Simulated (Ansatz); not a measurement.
# Calculated ⁶⁹Ga NMR of the central transition for GaN under strain

Cell: an entry of the Crystallography Open Database (COD), relaxed with PBE at fixed cell and then changed (z compressed by 1 %, ions relaxed).

```xyz
4
Lattice="3.1800 0.0000 0.0000 -1.5900 2.7540 0.0000 0.0000 0.0000 5.1143" Properties=species:S:1:pos:R:3 pbc="T T T"
Ga    0.0000    1.8360    0.0155
Ga    1.5900    0.9180    2.5726
N     0.0000    1.8360    1.9535
N     1.5900    0.9180    4.5107
```

Atom numbers follow the list; atoms alike are taken as one site, whose name carries the number of the first.

The numbers come from a DFT calculation in Ansatz (PBE, plane waves and PAW, scalar-relativistic, 420 eV cutoff, Γ-centred 11×11×6 k-points, Fermi–Dirac smearing 0.02 eV).

⁶⁹Ga has I = 3/2 and Q = 171.0 mb (Pyykkö 2018); at 18.8 T its Larmor frequency is ν₀ = 192.7 MHz. Only the quadrupole interaction is simulated: positions count from each site's isotropic chemical shift, and J coupling is left out, as are shift anisotropy and dipolar coupling, which fast spinning averages.

**Question.** Give C_Q, η, the quadrupolar product P_Q = |C_Q|(1 + η²/3)^½, the second-order isotropic shift and the breadth of the pattern (fast magic-angle spinning) for each Ga site.

**Answer.** 

| site | first shell | C_Q (MHz) | η | P_Q (MHz) | δ_QIS (ppm) | breadth (kHz) |
| --- | --- | --- | --- | --- | --- | --- |
| Ga | 4 N at 1.94 Å; also 1 N at 3.18 Å | 1.45 | 0.00 | 1.45 | -1.41 | 0.581 |

δ_QIS = −(ν_Q²/30ν₀²)[I(I+1) − 3/4](1 + η²/3) × 10⁶ ppm with ν_Q = 3|C_Q|/[2I(2I−1)]; it falls as 1/B₀² in ppm, and the breadth as 1/B₀ in kHz.

An axis of threefold or higher order runs through Ga, so V_zz lies along it and η is zero.

At this changed cell the PBE pressure is 9 GPa.
